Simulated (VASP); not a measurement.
# Ge: relaxation with set parts of the cell free, by free to move

Ge, P1 (no. 1), 8 atoms in the cell. PBE, constrained relaxation; PAW potentials Ge_d (PBE set).

| Free to move | Volume (Å³/atom) | Pressure in a fresh run at the final cell (GPa) | Pressure printed at the end of the relaxation (GPa) | Ionic steps, all stages | Electronic steps, all stages | Time (s) |
|---|---|---|---|---|---|---|
| atoms | 23.006 | 2.41 | 2.41 | 19 | 113 | 132 |
| atoms, shape and volume | 23.880 | -0.03 | -0.03 | 27 | 207 | 222 |
| atoms and shape at fixed volume | 23.006 | 2.56 | 2.56 | 17 | 125 | 137 |
| shape alone | 23.006 | 2.57 | 2.57 | 11 | 91 | 96 |
| shape and volume | 23.925 | -0.04 | 0.03 | 28 | 199 | 216 |
| volume alone | 23.930 | -0.03 | -0.10 | 10 | 102 | 112 |
| atoms and volume | 23.870 | -0.05 | -0.05 | 27 | 192 | 205 |
| atoms and the z components of the lattice | 23.547 | 0.81 | 0.81 | 17 | 131 | 138 |
| atoms and the x and y components of the lattice | 23.747 | 0.27 | 0.27 | 26 | 193 | 204 |
| atoms and the y and z components of the lattice | 23.737 | 0.37 | 0.31 | 22 | 174 | 186 |

Limits: the start was distorted on purpose (random strain, atoms moved at random), so the space group given is the start's and not the crystal's.

## Input of the first row

INCAR.step1:
```
PREC = Accurate
ENCUT = 400
EDIFF = 1E-6
ISMEAR = 0
SIGMA = 0.05
LREAL = False
LASPH = True
NELM = 100
ALGO = Normal
LWAVE = False
LCHARG = False
IBRION = 2
NSW = 80
ISIF = 2
EDIFFG = -0.01
POTIM = 0.5
ISYM = 0
KPAR = 8
```

INCAR.step3, as INCAR.step1 but for:
```
- IBRION = 2
- NSW = 80
- EDIFFG = -0.01
- POTIM = 0.5
+ NSW = 0
```

KPOINTS:
```
k-points
0
Gamma
  3 3 3
```

POSCAR.step1:
```
Ge
1.0
    5.6773730000     -0.0136220000     -0.0058420000
   -0.0136220000      5.7090430000      0.0290670000
   -0.0058420000      0.0290670000      5.6784470000
Ge
8
Direct
    0.2552660000      0.2533910000      0.2507300000
    0.4918060000      0.0040740000      0.5016760000
    0.2480610000      0.7514270000      0.7510080000
    0.5048460000      0.4969150000      0.0024950000
    0.7464320000      0.2453530000      0.7440960000
    0.0073330000     -0.0029920000     -0.0043550000
    0.7460610000      0.7445840000      0.2480990000
    0.0001950000      0.5072480000      0.5062510000
```

POSCAR.step3:
```
Ge
1.0
    5.6773730000     -0.0136220000     -0.0058420000
   -0.0136220000      5.7090430000      0.0290670000
   -0.0058420000      0.0290670000      5.6784470000
Ge
8
Direct
    0.2488403693      0.2502153135      0.2506231096
    0.5010198992      0.9999384073      0.4994080201
    0.2490201912      0.7500493534      0.7505911685
    0.5011197345      0.4997851780      0.9994321654
    0.7489780942      0.2498988791      0.7504159605
    0.0011671240      0.9999549292      0.9995265831
    0.7488391193      0.7500384597      0.2503857034
    0.0010154683      0.5001194799      0.4996172895
```

Commands (each step's output is kept before the next begins):
```
cat potpaw_PBE.64/Ge_d/POTCAR > POTCAR
cp INCAR.step1 INCAR
cp POSCAR.step1 POSCAR
mpirun -np 8 vasp_std > vasp.out
cp CONTCAR POSCAR
mpirun -np 8 vasp_std > vasp.out
cp CONTCAR POSCAR
cp INCAR.step3 INCAR
cp POSCAR.step3 POSCAR
mpirun -np 8 vasp_std > vasp.out
```

Changes of the last row against the first:
```
- ISIF = 2
+ ISIF = 3
+ LATTICE_CONSTRAINTS = .FALSE. .TRUE. .TRUE.
```

VASP 6.6.1 took 132 s on 8 cores (AMD EPYC 9R45 (Zen 5)), a shared host.
